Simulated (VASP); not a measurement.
# HF on the (1 1 1) face of Pd, part 3 of 5

Aim: how strongly HF binds to the (1 1 1) face of Pd, and how it shifts the vacuum level. The molecule starts over a bridge site, tilted. The start is a cell from a database of measured crystal structures.

VASP 6.6.1, plane waves and PAW; the level of theory is named at each step.

So far. Step 2 (Relaxing the slab): The run ended after 9 ionic steps, 0.088 eV below its first step, once the forces on the free atoms met EDIFFG = -0.03. Step 3 (Vacuum level and density of states): The vacuum level lies 5.46 eV above the Fermi level at the upper face; both faces agree, as the slab has next to no dipole.

### Step 4. The free molecule

This step: PBE; plane waves and PAW (F, H) (VASP 6.6.1).

System of this step: HF. The cell holds 2 atoms: 1 F and 1 H. Its edges and angles: a = 12.000 Å, b = 12.500 Å, c = 13.000 Å, α = 90.0°, β = 90.0°, γ = 90.0°. Vacuum lies along a, b and c.

The adsorption energy needs the molecule on its own, relaxed in a large box with the same cutoff and functional.

Contents of INCAR:

```
SYSTEM = HF
PREC = Normal
ENCUT = 400
EDIFF = 1E-05
NELM = 120
ISMEAR = 0
SIGMA = 0.01
LREAL = Auto
ALGO = Fast
GGA = PE
NBANDS = 10
LORBIT = 11
LWAVE = .FALSE.
LCHARG = .FALSE.
NCORE = 4
IBRION = 2
NSW = 40
ISIF = 2
EDIFFG = -0.03
POTIM = 0.4
MAXMIX = 40
ISYM = 0
```

Contents of POSCAR:

```
HF
1.0
   12.0000000000      0.0000000000      0.0000000000
    0.0000000000     12.5000000000      0.0000000000
    0.0000000000      0.0000000000     13.0000000000
F H
1 1
Direct
    0.4682978000      0.4806243300      0.5087307800
    0.5317022000      0.5193756700      0.4912692200
```

Contents of KPOINTS:

```
Automatic mesh
0
Gamma
1 1 1
0 0 0
```

PAW data sets: F and H (PBE family, release 64).

Launch:

```bash
$ mpirun -np 4 vasp_gam
```

Output:

```text
[banner, memory and clock lines left out]
running    4 mpi-ranks, on    1 nodes
 distrk:  each k-point on    4 cores,    1 groups
 distr:  one band on    4 cores,    1 groups

 POSCAR found type information on POSCAR F H
 POSCAR found :  2 types and       2 ions
|                                                                             |
|               ----> ADVICE to this user running VASP <----                  |
|                                                                             |
|     You have a (more or less) 'small supercell' and for smaller cells       |
|     it is recommended to use the reciprocal-space projection scheme!        |
|     The real-space optimization is not efficient for small cells and it     |
|     is also less accurate ...                                               |
|     Therefore, set LREAL=.FALSE. in the INCAR file.                         |
|                                                                             |

 LDA part: xc-table for (Slater+PW92), standard interpolation
 POSCAR, INCAR and KPOINTS ok, starting setup
 FFT: planning ... GRIDC
 FFT: planning ... GRID_SOFT
 FFT: planning ... GRID
 WAVECAR not read
 entering main loop
       N       E                     dE             d eps       ncg     rms          rms(c)
DAV:   1     0.887526525473E+02    0.88753E+02   -0.15168E+03    28   0.308E+02
DAV:   2     0.264798204384E+02   -0.62273E+02   -0.61867E+02    38   0.696E+01
DAV:   3    -0.518291629614E+01   -0.31663E+02   -0.31649E+02    22   0.686E+01
DAV:   4    -0.866807048913E+01   -0.34852E+01   -0.34849E+01    24   0.272E+01
DAV:   5    -0.868965443411E+01   -0.21584E-01   -0.21584E-01    22   0.218E+00    0.519E+00
RMM:   6    -0.793844748892E+01    0.75121E+00   -0.23450E+00    20   0.104E+01    0.224E+00
RMM:   7    -0.789044329907E+01    0.48004E-01   -0.36427E-01    20   0.317E+00    0.145E+00
RMM:   8    -0.786559774466E+01    0.24846E-01   -0.51905E-02    20   0.180E+00    0.162E-01
RMM:   9    -0.786746391701E+01   -0.18662E-02   -0.15505E-02    20   0.619E-01    0.114E-01
RMM:  10    -0.787649770911E+01   -0.90338E-02   -0.87636E-03    20   0.454E-01    0.764E-02
RMM:  11    -0.787862387989E+01   -0.21262E-02   -0.19712E-03    20   0.229E-01    0.329E-02
RMM:  12    -0.788259000439E+01   -0.39661E-02   -0.17016E-03    20   0.223E-01    0.431E-02
RMM:  13    -0.788376855675E+01   -0.11786E-02   -0.97741E-04    20   0.171E-01    0.252E-02
RMM:  14    -0.788448735765E+01   -0.71880E-03   -0.22223E-04    19   0.645E-02    0.159E-02
RMM:  15    -0.788489160337E+01   -0.40425E-03   -0.18809E-04    20   0.870E-02    0.132E-02
RMM:  16    -0.788502816924E+01   -0.13657E-03   -0.29374E-05    19   0.349E-02    0.196E-03
RMM:  17    -0.788509312112E+01   -0.64952E-04   -0.16236E-05    18   0.239E-02    0.666E-03
RMM:  18    -0.788512519325E+01   -0.32072E-04   -0.70572E-06    16   0.194E-02    0.155E-03
RMM:  19    -0.788513062573E+01   -0.54325E-05   -0.11770E-06    16   0.745E-03
   1 F= -.78851306E+01 E0= -.78851306E+01  d E =-.788513E+01
 curvature:   0.00 expect dE= 0.000E+00 dE for cont linesearch  0.000E+00
 trial: gam= 0.00000 g(F)=  0.169E-01 g(S)=  0.000E+00 ort = 0.000E+00 (trialstep = 0.100E+01)
 search vector abs. value=  0.169E-01
 bond charge predicted
       N       E                     dE             d eps       ncg     rms          rms(c)
DAV:   1    -0.786568168061E+01    0.19444E-01   -0.29536E+00    20   0.155E+01    0.489E-01
RMM:   2    -0.786454909758E+01    0.11326E-02   -0.67596E-02    20   0.216E+00    0.200E-01
RMM:   3    -0.786583785503E+01   -0.12888E-02   -0.44466E-03    20   0.581E-01    0.900E-02
RMM:   4    -0.786660825475E+01   -0.77040E-03   -0.69981E-04    20   0.240E-01    0.903E-02
RMM:   5    -0.786654855206E+01    0.59703E-04   -0.85759E-04    20   0.213E-01    0.751E-03
RMM:   6    -0.786664144028E+01   -0.92888E-04   -0.19228E-04    20   0.888E-02    0.252E-02
RMM:   7    -0.786663858465E+01    0.28556E-05   -0.23657E-05    19   0.367E-02
   2 F= -.78666386E+01 E0= -.78666386E+01  d E =0.184920E-01
 trial-energy change:    0.018492  1 .order    0.016833   -0.016909    0.050575
 step:   0.2249(harm=  0.2506)  dis= 0.00333  next Energy=    -7.887013 (dE=-0.188E-02)
 bond charge predicted
       N       E                     dE             d eps       ncg     rms          rms(c)
DAV:   1    -0.788632117589E+01   -0.19680E-01   -0.17713E+00    20   0.121E+01    0.358E-01
RMM:   2    -0.788643537261E+01   -0.11420E-03   -0.27321E-02    20   0.143E+00    0.632E-02
RMM:   3    -0.788693025070E+01   -0.49488E-03   -0.27382E-03    20   0.407E-01    0.758E-03
RMM:   4    -0.788700144831E+01   -0.71198E-04   -0.36805E-04    20   0.130E-01    0.449E-03
RMM:   5    -0.788701214999E+01   -0.10702E-04   -0.78045E-05    19   0.496E-02    0.351E-03
RMM:   6    -0.788701458696E+01   -0.24370E-05   -0.14619E-05    17   0.198E-02
   3 F= -.78870146E+01 E0= -.78870146E+01  d E =-.188396E-02
 curvature:  -0.13 expect dE=-0.531E-06 dE for cont linesearch -0.179E-07
 trial: gam= 0.00316 g(F)=  0.425E-05 g(S)=  0.000E+00 ort =-0.491E-04 (trialstep = 0.845E+00)
 search vector abs. value=  0.411E-05
 reached required accuracy - stopping structural energy minimisation
```

It took 9.2 s on 4 MPI ranks of AMD EPYC 9R14 (Zen 4), shared host; peak memory 0.83 GiB.

Parts of OUTCAR (step 4):

```text
 Found      1 irreducible k-points:

   k-points           NKPTS =      1   k-points in BZ     NKDIM =      1   number of bands    NBANDS=     10

   dimension x,y,z NGX =    60 NGY =   64 NGZ =   64
   dimension x,y,z NGXF=   120 NGYF=  128 NGZF=  128

   ENCUT  =  400.0 eV  29.40 Ry    5.42 a.u.  19.57 20.38 21.20*2*pi/ulx,y,z

   NELECT =       8.0000    total number of electrons

 E-fermi :  -9.4516

 k-point     1 :       0.0000    0.0000    0.0000
  band No.  band energies     occupation
      1     -30.0029      2.00000
      2     -13.3305      2.00000
      3      -9.5667      2.00000
      4      -9.5664      2.00000
      5      -1.0510      0.00000
      6       0.1311      0.00000
      7       0.6997      0.00000
      8       0.7645      0.00000
      9       0.8458      0.00000
    ...

  Total       -1.1826768     -1.2758106     -1.3265640      0.0891186     -0.0263797     -0.0388313
  in kB       -0.9717221     -1.0482435     -1.0899440      0.0732225     -0.0216744     -0.0319049
  external PRESSURE =      -1.0366365 kB  Pullay stress =       0.0000000 kB

  energy-cutoff  :      400.00
  volume of cell :     1950.00
      direct lattice vectors                 reciprocal lattice vectors
    12.000000000  0.000000000  0.000000000     0.083333333  0.000000000  0.000000000
     0.000000000 12.500000000  0.000000000     0.000000000  0.080000000  0.000000000
     0.000000000  0.000000000 13.000000000     0.000000000  0.000000000  0.076923077

 POSITION                                       TOTAL-FORCE (eV/Angst)
 -----------------------------------------------------------------------------------
      5.61624      6.00572      6.61454         0.000617      0.004582      0.005801
      6.38376      6.49428      6.38546        -0.000617     -0.004582     -0.005801
 -----------------------------------------------------------------------------------
    total drift:                               -0.004951      0.005545      0.014920

  FREE ENERGIE OF THE ION-ELECTRON SYSTEM (eV)
  ---------------------------------------------------
  free  energy   TOTEN  =        -7.8870145870 eV

  energy  without entropy=       -7.8870145870  energy(sigma->0) =       -7.88701459

 total charge
# of ion       s       p       d       tot
------------------------------------------
    1        1.780   4.409   0.000   6.189
    2        0.588   0.146   0.000   0.734
--------------------------------------------------
tot          2.368   4.556   0.000   6.923

[... 1 part as in an earlier step ...]

[... 3 further parts left out ...]
```

CONTCAR:

```
HF
   1.00000000000000
    12.0000000000000000    0.0000000000000000    0.0000000000000000
     0.0000000000000000   12.5000000000000000    0.0000000000000000
     0.0000000000000000    0.0000000000000000   13.0000000000000000
  F               H
     1     1
Direct
     0.4680203851403686    0.4804579568548300    0.5088110883264458
     0.5319796148596314    0.5195420431451699    0.4911889116735542
```

Step by step:

```csv
step,energy less that of the first step (eV),largest force (eV/Å)
1,0.0000,0.4680
2,0.0185,1.4002
3,-0.0019,0.0074
```

Numbers from this step:

| Property | Result |
| --- | --- |
| electronic cycles | 32 |
| electrons | 8 |
| free energy (TOTEN) | -7.887 eV |
| gap between the highest filled and lowest empty level | 8.515 eV |

The run ended after 3 ionic steps, 0.002 eV below its first step, once the forces on the free atoms met EDIFFG = -0.03.

Energy at zero smearing: -7.88701 eV.

### Step 5. The molecule on the surface

This step: PBE; plane waves and PAW (Pd, F, H) (VASP 6.6.1).

System of this step: HPd12F. The cell holds 14 atoms: 12 Pd, 1 F and 1 H. Cell: a = 5.501 Å, b = 5.501 Å, c = 22.719 Å, α = 90.0°, β = 90.0°, γ = 120.0°. It derives from Pd. HF (tilted) over a bridge site of the (1 1 1) slab of Pd, cut from the database cell. Vacuum lies along c.

The molecule is set on the slab as cut, not on the relaxed one, and relaxes with the free layers. ISYM = 0 lifts the symmetry, but a start on a mirror plane can still stay on it.

Contents of INCAR:

```
SYSTEM = HPd12F
PREC = Normal
ENCUT = 400
EDIFF = 1E-05
NELM = 120
ISMEAR = 1
SIGMA = 0.05
LREAL = Auto
ALGO = Fast
GGA = PE
NBANDS = 79
LORBIT = 11
LWAVE = .FALSE.
LCHARG = .FALSE.
KPAR = 2
NCORE = 2
IBRION = 2
NSW = 60
ISIF = 2
EDIFFG = -0.03
POTIM = 0.4
MAXMIX = 40
IDIPOL = 3
LDIPOL = .TRUE.
DIPOL = 0.5 0.5 0.479
ISYM = 0
```

Contents of POSCAR:

```
HPd12F
1.0
    5.5010079149      0.0000000000      0.0000000000
   -2.7505039575      4.7640126007      0.0000000000
    0.0000000000      0.0000000000     22.7185541542
Pd F H
12 1 1
Selective dynamics
Direct
    0.3333333300      0.1666666700      0.3530154200  F F F
    0.3333333300      0.6666666700      0.3530154200  F F F
    0.8333333300      0.1666666700      0.3530154200  F F F
    0.8333333300      0.6666666700      0.3530154200  F F F
    0.6666666700      0.3333333300      0.4518675400  T T T
    0.6666666700      0.8333333300      0.4518675400  T T T
    0.1666666700      0.3333333300      0.4518675400  T T T
    0.1666666700      0.8333333300      0.4518675400  T T T
    0.0000000000      0.5000000000      0.5507196500  T T T
    0.0000000000      0.0000000000      0.5507196500  T T T
    0.5000000000      0.5000000000      0.5507196500  T T T
    0.5000000000      0.0000000000      0.5507196500  T T T
    0.0608498600      0.3983227600      0.6469845800  T T T
    0.2500000000      0.5000000000      0.6369927400  T T T
```

Contents of KPOINTS:

```
Automatic mesh
0
Gamma
4 4 1
0 0 0
```

Potentials, in the order of the species: Pd, F and H (PBE family, release 64).

Launch:

```bash
$ mpirun -np 4 vasp_std
```

Output:

```text
[banner, memory and clock lines left out]
running    4 mpi-ranks, on    1 nodes
[...]
LDA part: xc-table for (Slater+PW92), standard interpolation
 POSCAR, INCAR and KPOINTS ok, starting setup
[...]
entering main loop
       N       E                     dE             d eps       ncg     rms          rms(c)
DAV:   1     0.781578671262E+03    0.78158E+03   -0.49903E+04  1612   0.112E+03
DAV:   2    -0.172531470676E+02   -0.79883E+03   -0.74577E+03  1849   0.273E+02
DAV:   3    -0.678572888071E+02   -0.50604E+02   -0.46869E+02  1824   0.658E+01
DAV:   4    -0.690638452355E+02   -0.12066E+01   -0.11931E+01  1696   0.109E+01
[...]
RMM:  30    -0.657398081257E+02   -0.39832E-04   -0.21699E-06   678   0.367E-03    0.230E-03
RMM:  31    -0.657398204259E+02   -0.12300E-04   -0.14085E-06   472   0.262E-03    0.211E-03
RMM:  32    -0.657398258442E+02   -0.54183E-05   -0.41068E-07   298   0.203E-03
   1 F= -.65739826E+02 E0= -.65742655E+02  d E =-.657398E+02
[... from here on, the cycles between the ionic steps are left out ...]
   2 F= -.65656347E+02 E0= -.65659142E+02  d E =0.834791E-01
   6 F= -.65900914E+02 E0= -.65903831E+02  d E =-.144718E-01
  11 F= -.65979359E+02 E0= -.65981796E+02  d E =-.176993E-01
  16 F= -.66025977E+02 E0= -.66027649E+02  d E =-.194044E-02
  21 F= -.66034481E+02 E0= -.66035745E+02  d E =-.381279E-02
  26 F= -.66045518E+02 E0= -.66046338E+02  d E =-.229083E-02
  31 F= -.66051654E+02 E0= -.66052366E+02  d E =-.286067E-02
  36 F= -.66054965E+02 E0= -.66055705E+02  d E =-.331093E-02
  41 F= -.66059671E+02 E0= -.66060583E+02  d E =-.515946E-03
  46 F= -.66062687E+02 E0= -.66063805E+02  d E =-.294900E-02
  51 F= -.66064541E+02 E0= -.66065727E+02  d E =-.119677E-03
  56 F= -.66065616E+02 E0= -.66066857E+02  d E =-.215562E-03
  59 F= -.66066254E+02 E0= -.66067557E+02  d E =-.336923E-03
  60 F= -.66066080E+02 E0= -.66067431E+02  d E =-.163354E-03
[...]
opt :   0.9619  next Energy=   -66.066272 (dE=-0.356E-03)
```

Run time: 15 min. Hardware: 4 MPI ranks; peak memory 1.1 GiB.

Parts of OUTCAR (step 5):

```text
 dipolmoment           0.000000      0.000000      0.137462 electrons x Angstroem

 k-point     1 :       0.0000    0.0000    0.0000
  band No.  band energies     occupation
    ...
     53      -1.1495      2.03360
     54      -1.1037      1.99166
     55      -1.0999      1.95168
     56      -1.0968      1.90963
     57      -1.0678      1.17986
     58      -0.9094     -0.00013
     59      -0.9054     -0.00008
     60      -0.9004     -0.00005
     61      -0.8556     -0.00000
     62      -0.6697     -0.00000
    ...

  Total       -6.0247442     -6.2474204     -1.8422205     -0.0884616      0.0437534     -0.1100169
  in kB      -16.2126248    -16.8118480     -4.9574272     -0.2380506      0.1177405     -0.2960561
  external PRESSURE =     -12.6606333 kB  Pullay stress =       0.0000000 kB

 POSITION                                       TOTAL-FORCE (eV/Angst)
 -----------------------------------------------------------------------------------
      1.37525      0.79400      8.02000         0.004282     -0.007432     -0.056159
     -0.00000      3.17601      8.02000        -0.021484     -0.015108      0.018422
      4.12576      0.79400      8.02000         0.009787      0.018910      0.024283
      2.75050      3.17601      8.02000         0.011638     -0.005229      0.015866
      2.72664      1.58970     10.33404        -0.006091     -0.019828      0.009167
      1.35264      3.96912     10.32944        -0.027159      0.013388      0.000747
     -0.02392      1.58836     10.33665         0.014778      0.001905     -0.011608
     -1.40002      3.97212     10.33556         0.014026      0.006650      0.005235
      4.06487      2.38879     12.66990        -0.005765     -0.001759     -0.019383
      5.44367      0.00499     12.64290         0.013140     -0.006547     -0.006073
      1.31960      2.38496     12.63846         0.022383      0.014110      0.009281
      2.69885      0.00584     12.64342        -0.019597     -0.009010     -0.006749
     -0.68707      2.18520     15.38416        -0.073279      0.011762      0.053596
      0.14397      2.14865     14.92406         0.063342     -0.001812     -0.036625
 -----------------------------------------------------------------------------------
    total drift:                                0.004873     -0.010563     -0.025407

  FREE ENERGIE OF THE ION-ELECTRON SYSTEM (eV)
  ---------------------------------------------------
  free  energy   TOTEN  =       -66.0660800141 eV

  energy  without entropy=      -66.0701321884  energy(sigma->0) =      -66.06743074

 vacuum level on the upper side and lower side of the slab         5.031         4.104

[... 3 parts as in an earlier step ...]

[... 13 further parts left out ...]
[key lines of the parts left out:]
E-fermi :  -1.0625
```

Step by step (22 of 60):

```csv
step,energy less that of the first step (eV),largest force (eV/Å)
1,0.0000,2.1600
4,-0.0876,0.7498
7,-0.1663,0.8086
9,-0.2210,0.3504
12,-0.2630,0.9294
15,-0.2842,0.2641
18,-0.2883,0.5565
21,-0.2947,0.2683
23,-0.2991,0.2335
26,-0.3057,0.1301
29,-0.3090,0.1694
32,-0.3130,0.2408
35,-0.3151,0.0870
38,-0.3165,0.0730
40,-0.3193,0.2001
43,-0.3204,0.1300
46,-0.3229,0.0747
49,-0.3244,0.0700
52,-0.3250,0.0414
54,-0.3255,0.0574
57,-0.3261,0.0849
60,-0.3263,0.0915
```

The atoms that moved most (Å):

```csv
atom,dx,dy,dz,length
F13,0.074,0.288,0.686,0.747
H14,0.144,-0.233,0.453,0.529
Pd9,-0.061,0.007,0.158,0.170
Pd10,-0.057,0.005,0.131,0.143
Pd12,-0.052,0.006,0.132,0.142
Pd11,-0.056,0.003,0.127,0.139
Pd7,-0.024,0.000,0.071,0.075
Pd8,-0.025,0.002,0.070,0.074
```

The relaxed structure:

```xyz
14
Lattice="5.5010 0.0000 0.0000 -2.7505 4.7640 0.0000 0.0000 0.0000 22.7186" Properties=species:S:1:pos:R:3
Pd    1.3753    0.7940    8.0200
Pd    0.0000    3.1760    8.0200
Pd    4.1258    0.7940    8.0200
Pd    2.7505    3.1760    8.0200
Pd    2.7266    1.5897   10.3340
Pd    1.3526    3.9691   10.3294
Pd   -0.0239    1.5884   10.3367
Pd   -1.4000    3.9721   10.3356
Pd   -1.4361    2.3888   12.6699
Pd   -0.0573    0.0050   12.6429
Pd    1.3196    2.3850   12.6385
Pd    2.6988    0.0058   12.6434
F    -0.6871    2.1852   15.3842
H     0.1440    2.1486   14.9241
```

The run used up its steps with a largest force of 0.09 eV/Å at its last finished step, so it is continued.

(Continued in part 4 of 5.)

[Lines on the potential files, build, host, timing and source positions are cut from VASP's logs without a mark.]

[Logs are printed without paths, hosts, clocks, repeated set-up lines and the standing remarks that a program may print on its own settings, such as how far it seeks lower states.]

[Hosts, paths, dates, database ids (printed as entryN), source tags and the programs' standing remarks are cut or masked in the printed files.]

[Runs that stopped without an error message from VASP are left out.]
